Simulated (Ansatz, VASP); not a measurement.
# Two plane-wave programs on HfO2

The input POSCAR:

```
HfO2
1.0
    0.0593093254      2.5291823192      2.5291823192
    2.5291823192      0.0593093254      2.5291823192
    2.5884916446      2.5884916446      0.0000000000
Hf O
1 2
Direct
    0.0000000000      0.0000000000      0.0000000000
    0.2466624045      0.2466624045      0.2533375955
    0.7533375955      0.7533375955      0.7466624045
```

File INCAR.step1:

```
ALGO = Normal
EDIFF = 1E-4
ENCUT = 520
GGA = PE
ISMEAR = 0
LASPH = T
LCHARG = F
LREAL = F
LWAVE = T
NBANDS = 18
NELM = 100
PREC = Accurate
SIGMA = 0.01
```

The input INCAR.step2:

```
ALGO = Normal
EDIFF = 1E-6
ENCUT = 520
ISIF = 2
ISMEAR = 0
ISTART = 1
LASPH = T
LCHARG = F
LMIXTAU = T
LREAL = F
LWAVE = F
METAGGA = R2SCAN
NBANDS = 18
NELM = 100
PREC = Accurate
SIGMA = 0.01
```

The input KPOINTS:

```
k-points
0
Gamma
  8 8 8
```

Input for Ansatz:

```yaml
crystal:
  lattice:
    - [0.0593093254, 2.5291823192, 2.5291823192]
    - [2.5291823192, 0.0593093254, 2.5291823192]
    - [2.5884916446, 2.5884916446, 0.0]
  atoms:
    - { symbol: Hf, position: [0.0, 0.0, 0.0] }
    - { symbol: O, position: [0.2466624045, 0.2466624045, 0.2533375955] }
    - { symbol: O, position: [0.7533375955, 0.7533375955, 0.7466624045] }
kpoints:
  mp_grid: { grid: [8, 8, 8] }
  band_path:
    path:
      - [0.0, 0.0, 0.0]
      - [0.5, 0.0, 0.5]
      - [0.625, 0.25, 0.625]
      - [0.375, 0.375, 0.75]
      - [0.5, 0.5, 0.5]
      - [0.5, 0.25, 0.75]
      - [0.5, 0.5, 0.0]
    npoints: 1
hamiltonian:
  xc: r2scan
scf:
  occupations: { method: fixed }
  n_extra_bands: 4
output:
  forces: true
  stress: true
  eigenvalues: true
  write_density: true
  write_potential: true
  elf: true
  volumetric_format: npy
```

Change from the starting cell: shear_xy strain +4.7%.

Alike in both runs: task single point; functional r2SCAN; k mesh 8 × 8 × 8; no spin polarisation.

|  | VASP | Ansatz |
| --- | --- | --- |
| version | VASP 6.6.1 | Ansatz 0.2.0 |
| potentials or method | VASP PAW PBE potentials, release 64 (Hf_pv, O) | plane waves, PAW |
| plane-wave cutoff (eV) | 520 | 500 |
| occupations | gaussian, width 0.01 eV | fixed |
| valence electrons in the cell | 22 | 38 |

```csv
,VASP,Ansatz,Ansatz less VASP
gap on the k mesh at the Fermi level (eV),4.32,4.31,-0.013
pressure (GPa),-3.6,0.3,+3.97
largest component of the traceless stress (GPa),3.35,3.53,+0.178
rms of the force components (eV/Å),0.014,0.000,-0.0141
```

Atom by atom the forces differ by 0.014 eV/Å (rms over components). One of these differences is far larger than is usual between the two programs; its cause wasn't traced. The two sets of potentials don't hold the same shells in valence.

Caveats: the PAW data sets were made with another functional, which shifts forces and pressure a little (VASP); spin-orbit coupling is left out, which moves the levels of the heavy elements. A k mesh can miss the band edges.
